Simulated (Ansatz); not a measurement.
**HfO₂ (Fm-3m), comparing deformations**

These are results of DFT PBE, scalar-relativistic, plane waves, PAW (Ansatz), not measurements. The runs took a 420 eV cutoff, a Γ-centred 8×8×8 mesh and Gaussian smearing (0.05 eV). Spin–orbit coupling is left out, which can shift energies with elements as heavy as these. No spin polarisation. Energies are free energies at this smearing, counted from the undisturbed cell; pressure is positive in compression.

Zero of the scan (relaxed at this level; this fluorite-type form isn't the usual structure):

```xyz
3
Lattice="0.0000 2.5488 2.5488 2.5488 0.0000 2.5488 2.5488 2.5488 0.0000" Properties=species:S:1:pos:R:3 pbc="T T T"
Hf    0.0000    0.0000    0.0000
O     1.2744    1.2744    1.2744
O     3.8232    3.8232    3.8232
```

The cell is strained by ε times a Voigt pattern (xx, yy, zz, yz, xz, xy; engineering shear) with fractional coordinates fixed. τ = (1/V0) dE/dε comes from the stress tensor. Of each scan, only the three points used here are listed.

```
           pattern        ε  τ (GPa)
(0, 0, 0, 1, 0, 0)  -0.0050    -0.44
(0, 0, 0, 1, 0, 0)   0.0000     0.00
(0, 0, 0, 1, 0, 0)   0.0050     0.44
(1, 0, 0, 0, 0, 0)  -0.0150    -8.46
(1, 0, 0, 0, 0, 0)   0.0000     0.00
(1, 0, 0, 0, 0, 0)   0.0150     7.94
(1, 1, 0, 0, 0, 0)  -0.0250   -34.95
(1, 1, 0, 0, 0, 0)   0.0000     0.01
(1, 1, 0, 0, 0, 0)   0.0250    29.51
(0, 0, 1, 0, 0, 0)  -0.0250   -14.41
(0, 0, 1, 0, 0, 0)   0.0000     0.00
(0, 0, 1, 0, 0, 0)   0.0250    12.96
```

Q: Which constants do the scans give, and which deformation costs least for the same size of strain tensor?

A: The slope dτ/dε at zero (parabola through three points) is pᵀCp: (0, 0, 0, 1, 0, 0) gives C44 = 88 GPa; (1, 0, 0, 0, 0, 0) gives C11 = 546 GPa; (1, 1, 0, 0, 0, 0) gives 2(C11 + C12) = 1289 GPa; (0, 0, 1, 0, 0, 0) gives C11 = 547 GPa. The size of the strain tensor, ε:ε, is ε² times 0.5, 1.0, 2.0, 1.0. Per unit of it the stiffnesses are 176, 546, 645, 547 GPa, so (0, 0, 0, 1, 0, 0) is the softest of these: at ε:ε = (1 %)² the quadratic term costs 0.61 meV/atom against 2.22 for the stiffest. These are clamped-ion values.

Q: What else follows for this cubic crystal?

A: From the unrounded slopes C11 = 547.4 and C12 = 97.2 GPa, so B = (C11 + 2 C12)/3 = 247 GPa and the Poisson ratio for a pull along a cube edge is C12/(C11 + C12) = 0.15.

Q: How anisotropic is this cubic crystal?

A: Zener's ratio 2 C44/(C11 − C12) = 0.39 with clamped ions; it is 1 for an isotropic solid.

Forces appear on the atoms along this scan, and letting them relax would lower the energy and soften the response.